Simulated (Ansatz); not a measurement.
# BN: the cost of one run

Computed with Ansatz 0.2.0 (DFT r2SCAN, scalar-relativistic, plane waves, PAW, unless a step's input says otherwise).

### Step 1. The structure to begin with

Symmetry: P6_3mc, No. 186, hexagonal system. Conventional cell: a = 2.554 Å, b = 2.554 Å, c = 4.227 Å, α = 90.00°, β = 90.00°, γ = 120.00°. B (site symmetry 3m) is surrounded by 4 N at 1.57 to 1.58 Å. N (site symmetry 3m) is surrounded by 4 B at 1.57 to 1.58 Å.

Coordinates:

```xyz
4
Lattice="2.5539 0.0000 0.0000 -1.2770 2.2118 0.0000 0.0000 0.0000 4.2269" Properties=species:S:1:pos:R:3 pbc="T T T"
B     1.2770    0.7373    4.2257
B     0.0000    1.4745    2.1123
N     1.2770    0.7373    2.6430
N     0.0000    1.4745    0.5295
```

It goes back to an entry of the Materials Project, which need not be the stable form.

No relaxation comes first: the listed cell is the starting point.

### Step 2. The reference cell

Reference values: F = -1087.9318 eV; pressure -4.74 GPa; largest force 0.025 eV/Å; gap on the mesh 5.76 eV. It was computed beforehand with the settings of the runs below.

### Step 3. Next: one atom moved over a plane

Atom 3 (N) is moved by p along (1.000, 0.000, 0.000) and q along (0.000, 0.000, 1.000) (Å), all else fixed; its images in the other cells move with it. Points alike by symmetry are run once.

### Step 4. At p = -0.450, q = -0.450

Contents of input.yaml:

```yaml
crystal:
  lattice:
    - [2.5539396017, 0.0, 0.0]
    - [-1.2769698009, 2.2117765748, 0.0]
    - [0.0, 0.0, 4.226855]
  atoms:
    - { symbol: B, position: [0.6666666667, 0.3333333333, 0.999724] }
    - { symbol: B, position: [0.3333333333, 0.6666666667, 0.499724] }
    - { symbol: "N", position: [0.4904682947, 0.3333333333, 0.5188138668] }
    - { symbol: "N", position: [0.3333333333, 0.6666666667, 0.125276] }
basis:
  ecutwfc: 500
kpoints:
  mp_grid: { grid: [12, 12, 6] }
hamiltonian:
  xc: r2scan
scf:
  occupations: { method: gaussian, width: 0.05 }
output:
  forces: true
  stress: true
  eigenvalues: true
  write_density: true
  write_potential: true
  elf: true
  volumetric_format: npy
```

Run with:

```bash
> ansatz run input.yaml --threads 1 --pin off --max-ram 2560MiB --backend cpu --events-out ev --progress --plain --runs-dir out
```

Q: Estimate wall time and peak memory on 1 thread of AMD EPYC 9R45 (Zen 5), shared host.

About 14 s, with a peak of 0.53 GiB.
